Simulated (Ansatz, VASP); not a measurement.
# One calculation of SiC, two programs

```xyz
8
Lattice="4.3480 0.0000 0.0000 0.0000 -4.3480 0.0000 0.0000 0.0000 -4.3480" Properties=species:S:1:pos:R:3 pbc="T T T"
Si    0.0000   -2.1740   -2.1740
Si    2.1740    0.0000   -2.1740
Si    2.1740   -2.1740    0.0000
Si    0.0000    0.0000    0.0000
C     3.2610   -3.2610   -3.2610
C     1.0870   -1.0870   -3.2610
C     1.0870   -3.2610   -1.0870
C     3.2610   -1.0870   -1.0870
```

Alike in both runs: task single point; functional r2SCAN; k mesh 6 × 6 × 6; occupations gaussian, width 0.05 eV; no spin polarisation.

|  | VASP | Ansatz |
| --- | --- | --- |
| version | VASP 6.6.1 | Ansatz 0.2.0 |
| potentials or method | VASP PAW PBE potentials, release 64 (Si, C) | scalar-relativistic, plane waves, PAW |
| plane-wave cutoff (eV) | 520 | 500 |
| valence electrons in the cell | 32 | 32 |

```tsv
	VASP	Ansatz	Ansatz less VASP
gap on the k mesh at the Fermi level (eV)	1.72	1.71	-0.011
least direct gap on the mesh (eV)	1.72	1.71	-0.011
pressure (GPa)	1.1	1.3	+0.19
```

Caveats: the PAW data sets were made with another functional, which shifts forces and pressure a little (VASP). A k mesh can miss the band edges.
